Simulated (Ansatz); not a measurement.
# MgS: the cost of one run

Computed with Ansatz 0.2.0 (DFT PBE, scalar-relativistic, plane waves, PAW, unless a step's input says otherwise).

2 further runs of the same task are left out: 1 that didn't finish, 1 set aside as unsound or not needed.

## Step 1: The system as given

Symmetry: Fm-3m, No. 225, cubic system. The conventional cell has a = 5.230 Å, b = 5.230 Å, c = 5.230 Å, α = 90.00°, β = 90.00°, γ = 90.00°. Mg (site symmetry m-3m) has 6 S at 2.61 Å as nearest neighbours. S (site symmetry m-3m) has 6 Mg at 2.61 Å as nearest neighbours.

Coordinates:

```cif
data_structure
_symmetry_space_group_name_H-M 'P 1'
_symmetry_Int_Tables_number 1
_cell_length_a 3.6980
_cell_length_b 3.6980
_cell_length_c 3.6980
_cell_angle_alpha 60.000
_cell_angle_beta 60.000
_cell_angle_gamma 60.000
_cell_volume 35.76
loop_
_atom_site_label
_atom_site_type_symbol
_atom_site_fract_x
_atom_site_fract_y
_atom_site_fract_z
_atom_site_occupancy
Mg1 Mg 0.00000 0.00000 0.00000 1
S1 S 0.50000 0.50000 0.50000 1
```

This cell was relaxed beforehand with the same method: volume 17.88 Å³/atom, gap on the mesh 2.76 eV.

## Step 2: A bulk reference on a matched mesh

To let mesh errors cancel, the bulk is computed in a cell built on the (001) plane.

input.yaml reads:

```yaml
crystal:
  lattice:
    - [3.6979671634, 0.0, 0.0]
    - [0.0, 3.6979671634, 0.0]
    - [0.0, 0.0, 5.2297153157]
  atoms:
    - { symbol: Mg, position: [0.0, 0.0, 0.0] }
    - { symbol: Mg, position: [0.5, 0.5, 0.5] }
    - { symbol: S, position: [0.0, 0.0, 0.5] }
    - { symbol: S, position: [0.5, 0.5, 0.0] }
basis:
  ecutwfc: 420
kpoints:
  mp_grid: { grid: [6, 6, 8] }
hamiltonian:
  xc: pbe
scf:
  occupations: { method: gaussian, width: 0.05 }
output:
  forces: true
  stress: true
  eigenvalues: true
```

Launch:

```sh
ansatz run input.yaml --threads 4 --pin off --max-ram 9216MiB --backend cpu --events-out ev --progress --plain --runs-dir out
```

What time and memory should one allow on 4 threads of Intel Xeon Platinum 8259CL at 2.50GHz (Skylake/Cascade Lake), shared host?

About 1.7 s, with a peak of 0.42 GiB.
